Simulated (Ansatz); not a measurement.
# Mg3Sb2: the cost of one run

Program: Ansatz 0.2.0. Level of theory: DFT PBEsol, scalar-relativistic, plane waves, PAW. These are calculated values, not measurements.

That is the level of the relaxation; later steps name their own.

1 further run of the same task is left out (set aside as unsound or not needed).

## 1. The structure to begin with

Symmetry: P-3m1, No. 164, trigonal system. The conventional cell has a = 4.552 Å, b = 4.552 Å, c = 7.184 Å, α = 90.00°, β = 90.00°, γ = 120.00°. Mg (site symmetry 3m) has 4 Sb at 2.82 to 2.93 Å and 3 Mg at 3.25 Å as nearest neighbours. Around Mg (site symmetry -3m) lie 6 Sb at 3.08 Å. Sb (site symmetry 3m) has 7 Mg at 2.82 to 3.08 Å as nearest neighbours.

Structure file:

```cif
data_structure
_symmetry_space_group_name_H-M 'P-3m1'
_symmetry_Int_Tables_number 164
_cell_length_a 4.5518
_cell_length_b 4.5518
_cell_length_c 7.1843
_cell_angle_alpha 90.000
_cell_angle_beta 90.000
_cell_angle_gamma 120.000
_cell_volume 128.91
loop_
_atom_site_label
_atom_site_type_symbol
_atom_site_symmetry_multiplicity
_atom_site_Wyckoff_symbol
_atom_site_fract_x
_atom_site_fract_y
_atom_site_fract_z
_atom_site_occupancy
Mg1 Mg 2 d 0.33333 0.66667 0.63250 1
Mg2 Mg 1 a 0.00000 0.00000 0.00000 1
Sb1 Sb 2 d 0.33333 0.66667 0.22421 1
```

This cell was relaxed beforehand with the same method: volume 25.78 Å³/atom, gap on the mesh 0.12 eV.

## 2. Band edges over the whole zone

Contents of input.yaml:

```yaml
crystal:
  lattice:
    - [4.5517580181, 0.0, 0.0]
    - [-2.275879009, 3.9419380755, 0.0]
    - [0.0, 0.0, 7.184284464]
  atoms:
    - { symbol: Mg, position: [0.3333333333, 0.6666666667, 0.6324997467] }
    - { symbol: Mg, position: [0.6666666667, 0.3333333333, 0.3675002533] }
    - { symbol: Mg, position: [0.0, 0.0, 0.0] }
    - { symbol: Sb, position: [0.3333333333, 0.6666666667, 0.2242108176] }
    - { symbol: Sb, position: [0.6666666667, 0.3333333333, 0.7757891824] }
basis:
  ecutwfc: 420
kpoints:
  mp_grid: { grid: [9, 9, 6] }
  band_path: { path: [VBM, CBM], npoints: 2 }
hamiltonian:
  xc: pbesol
scf:
  occupations: { method: gaussian, width: 0.01 }
output:
  forces: true
  stress: true
  eigenvalues: true
```

Launch:

```bash
ansatz run input.yaml --threads 4 --pin off --max-ram 10240MiB --backend cpu --events-out ev --progress --plain --runs-dir out
```

Q: Estimate wall time and peak memory on 4 threads of Arm Neoverse V1, shared host.

About 12 s, with a peak of 0.55 GiB.
